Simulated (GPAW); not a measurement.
Something may be wrong with this GPAW 26.7.0 calculation of Se.

run.py

```python
import json
import numpy as np
import spglib
from ase.constraints import FixSymmetry
from ase.filters import FrechetCellFilter
from ase.io import read, write
from ase.optimize import BFGS
from ase.stress import full_3x3_to_voigt_6_stress, voigt_6_to_full_3x3_strain, voigt_6_to_full_3x3_stress
from ase.units import GPa
from gpaw import GPAW, PW, setup_paths

setup_paths.insert(0, '.')

atoms = read('Se.cif')

calc = GPAW(mode=PW(600),
            xc='GGA_X_PBEINT+GGA_C_PBEINT',
            kpts={'size': (2, 2, 2), 'gamma': True},
            occupations={'name': 'fermi-dirac', 'width': 0.05},
            nbands=19,
            convergence={'density': 1e-06, 'eigenstates': 1e-09},
            maxiter=50,
            txt='gpaw.txt')
atoms.calc = calc
atoms.set_constraint(FixSymmetry(atoms))
BFGS(FrechetCellFilter(atoms), trajectory='relax.traj', logfile='-').run(fmax=0.005, steps=40)
atoms.set_constraint()
energy = atoms.get_potential_energy()
forces = atoms.get_forces()
stress = atoms.get_stress()
calc.write('gs.gpw')
write('result.traj', atoms)
print('Cell:', atoms.cell.cellpar().round(4))
print(atoms.get_scaled_positions().round(5))

gpts = tuple(int(n) for n in calc.get_number_of_grid_points())
cell = atoms.cell[:].T
dataset = spglib.get_symmetry((atoms.cell[:], atoms.get_scaled_positions(), atoms.numbers), symprec=1e-4)
rotations = [cell @ w @ np.linalg.inv(cell) for w in dataset['rotations']]
strains, clamped, relaxed = [], [], []
for v in [0, 2, 3]:
    for e in (-0.005, 0.005):
        voigt = np.zeros(6)
        voigt[v] = e
        F = voigt_6_to_full_3x3_strain(voigt)
        a = atoms.copy()
        a.set_cell(atoms.cell[:] @ F, scale_atoms=True)
        c = GPAW(mode=PW(600),
                 xc='GGA_X_PBEINT+GGA_C_PBEINT',
                 kpts={'size': (2, 2, 2), 'gamma': True},
                 occupations={'name': 'fermi-dirac', 'width': 0.05},
                 nbands=19,
                 convergence={'density': 1e-06, 'eigenstates': 1e-09},
                 maxiter=50,
                 gpts=gpts,
                 txt=f'strain-{v}{e:+.3f}.txt')
        a.calc = c
        s0 = s1 = a.get_stress() - stress
        BFGS(a, logfile=None).run(fmax=0.003, steps=25)
        s1 = a.get_stress() - stress
        print(v, e, 'clamped', (s0 / GPa).round(3), 'relaxed', (s1 / GPa).round(3), flush=True)
        for R in rotations:  # images under the point group
            eps = R @ (F - np.eye(3)) @ R.T
            strains.append(full_3x3_to_voigt_6_stress(eps) * [1, 1, 1, 2, 2, 2])
            for s, rows in ((s0, clamped), (s1, relaxed)):
                rows.append(full_3x3_to_voigt_6_stress(R @ voigt_6_to_full_3x3_stress(s) @ R.T))

C0, C = (np.linalg.lstsq(np.array(strains), np.array(s), rcond=None)[0].T / GPa for s in (clamped, relaxed))
print('Clamped-ion Cij (GPa):')
print(C0.round(1))
print('Relaxed-ion Cij (GPa):')
print(C.round(1))
json.dump({'clamped': C0.tolist(), 'relaxed': C.tolist()}, open('elastic.json', 'w'))
```

File Se.cif:

```cif
data_Se
_cell_length_a 8.23007853
_cell_length_b 8.23007853
_cell_length_c 9.35310497
_cell_angle_alpha 90.00000000
_cell_angle_beta 90.00000000
_cell_angle_gamma 120.00000000
_space_group_name_H-M_alt 'P3_221'
_space_group_name_Hall 'P 32 2"'
_space_group_IT_number 154
loop_
_space_group_symop_operation_xyz
'x,y,z'
'-y,x-y,z+2/3'
'-x+y,-x,z+1/3'
'y,x,-z'
'x-y,-y,-z+1/3'
'-x,-x+y,-z+2/3'
loop_
_atom_site_label
_atom_site_type_symbol
_atom_site_symmetry_multiplicity
_atom_site_Wyckoff_symbol
_atom_site_fract_x
_atom_site_fract_y
_atom_site_fract_z
_atom_site_occupancy
Se1 Se 3 b 0.7830000000 0.7830000000 0.5000000000 1
```

Potentials or basis: PAW data sets generated in the run's folder for this functional, pw.

Command:

```sh
$ gpaw-setup -f GGA_X_PBEINT+GGA_C_PBEINT Se
$ OMP_NUM_THREADS=1 python run.py
```

gpaw.txt:

```text
__  _  _
 | _ |_)|_||  |
 |__||  | ||/\| - 26.7.0

Input parameters:
  mode=PW(ecut=600.0),
  convergence={'density': 1e-06, 'eigenstates': 1e-09},
  kpts=MonkhorstPack(size=(2, 2, 2), gamma=True),
  maxiter=50,
  nbands=19,
  occupations=Occupations(name='fermi-dirac', width=0.05),
  xc=XC(name='GGA_X_PBEINT+GGA_C_PBEINT')

Diagonalizing LCAO Hamiltonian
Converting LCAO to pw mode

        Se

                     Se

              Se

Atoms  # Å, Bohr magnetons
|   | symbol |         x |        y |        z |    initial magnetic moments |
|---|--------|-----------|----------|----------|-----------------------------|
| 0 |     Se |  3.222076 | 5.580799 | 4.676552 | ( 0.0000,  0.0000,  0.0000) |
| 1 |     Se |  1.785927 | 0.000000 | 1.558851 | ( 0.0000,  0.0000,  0.0000) |
| 2 |     Se | -0.892964 | 1.546658 | 7.794254 | ( 0.0000,  0.0000,  0.0000) |

Unit cell  # Å
[... 558 lines left out ...]

Converged in 21 steps
Energy contributions relative to reference atoms: (reference = -198180.375663)

Energy contributions:
  Kinetic:         -13.053083
  Coulomb:           9.875990
  Zero:              0.003687
  External:          0.000000
  Xc:                1.344382
  Entropy:          -0.218107
  Spinorbit:         0.000000
  ----------------------------
  Free energy:      -2.047132
  Extrapolated:     -1.938078
[... 27 lines left out ...]
Gap: 0.055 eV
Transition (v -> c):
  (s=0, k=5, n=8, [0.50, 0.50, 0.50]) -> (s=0, k=5, n=9, [0.50, 0.50, 0.50])
No difference between direct/indirect transitions

Stress tensor  # eV/Ang^3
|         x |        y |         z |
|-----------|----------|-----------|
|  0.005146 | 0.000000 | -0.000000 |
|  0.000000 | 0.005146 |  0.000000 |
| -0.000000 | 0.000000 |  0.010755 |

Forces  # eV/Ang
|        x |        y |        z |
|----------|----------|----------|
|  0.48734 |  0.84410 |  0.00000 |  # Se   0
| -0.97468 |  0.00000 | -0.00001 |  # Se   1
|  0.48734 | -0.84409 |  0.00001 |  # Se   2
[... 129 lines left out ...]
SCF iterations
|iter     | |      energy | eigst |  dens |
|---------|-|-------------|-------|-------|
|iter:   1| |   -9.819286 | +0.48 |       |
|iter:   2| |   -8.532042 | -1.33 | -0.46 |
|iter:   3| |   -3.034340 | -0.63 | -0.51 |
|iter:   4| |   -2.981665 | -2.03 | -1.45 |
|iter:   5| |   -2.972420 | -3.00 | -1.68 |
|iter:   6| |   -3.010483 | -3.55 | -1.60 |
|iter:   7| |   -2.967485 | -3.59 | -1.13 |
|iter:   8| |   -2.966225 | -4.06 | -2.26 |
|iter:   9| |   -2.966120c| -4.92 | -2.96 |
|iter:  10| |   -2.966111c| -5.63 | -3.53 |
```

Diagnose the run.

The calculation hadn't finished when its time ran out. The input holds a flaw that was put in on purpose: cell typed in bohr where angstrom are read (cell = [[8.23007853, 0.0, 0.0], [-4.115039265, 7.1274570821, 0.0], [0.0, 0.0, 9.35310497]]).
